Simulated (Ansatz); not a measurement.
## N: frozen-core PAW against all-electron methods

```yaml
crystal:
  lattice:
    - [3.62900, 0.00000, 0.00000]
    - [-1.81450, 3.14281, 0.00000]
    - [0.00000, 0.00000, 5.89000]
  atoms:
    - { symbol: N, position: [0.33333, 0.66667, 0.25000] }
    - { symbol: N, position: [0.66667, 0.33333, 0.75000] }
```

Atoms are numbered in the order listed.

The cell comes from COD entry 1539196, which wasn't checked; take it as a given geometry.

Levels of theory: DFT, PBEsol, PAW with Ansatz's default frozen-core files, scalar-relativistic (Ansatz 0.2.0); DFT, PBEsol, all-electron PAW with datasets made for the crystal, scalar-relativistic (Ansatz 0.2.0); DFT, PBEsol, all-electron LAPW, scalar-relativistic (Ansatz 0.2.0).

For PAW: a Γ-centred 10×10×5 k mesh, Fermi–Dirac smearing of 0.02 eV, cutoff 420 eV, no spin polarisation; the PAW files were made with PBE, and the program remakes their frozen cores for this functional. The crystal-made all-electron datasets (AE datasets) take a cutoff of 160 eV at this cell. LAPW targets a basis error of 0.5 meV/atom. The Ansatz runs share mesh, smearing and spin set-up. Plane-wave (PAW) pressures include the program's estimate of the Pulay term.

Stress and pressure are positive in compression.

Levels count from the Fermi level.

```csv
quantity,PAW,AE datasets,LAPW
pressure (GPa),-7.72,-7.72,-7.72
highest filled level at H (eV),-0.359,-0.359,-0.359
lowest empty level at H (eV),0.249,0.249,0.249
highest filled level at A (eV),-0.314,-0.314,-0.314
lowest empty level at A (eV),0.353,0.352,0.352
highest filled level at Γ (eV),-0.947,-0.947,-0.947
lowest empty level at Γ (eV),0.286,0.285,0.285
```

PAW's pressure differs from the LAPW value by about 0.01 GPa or less.
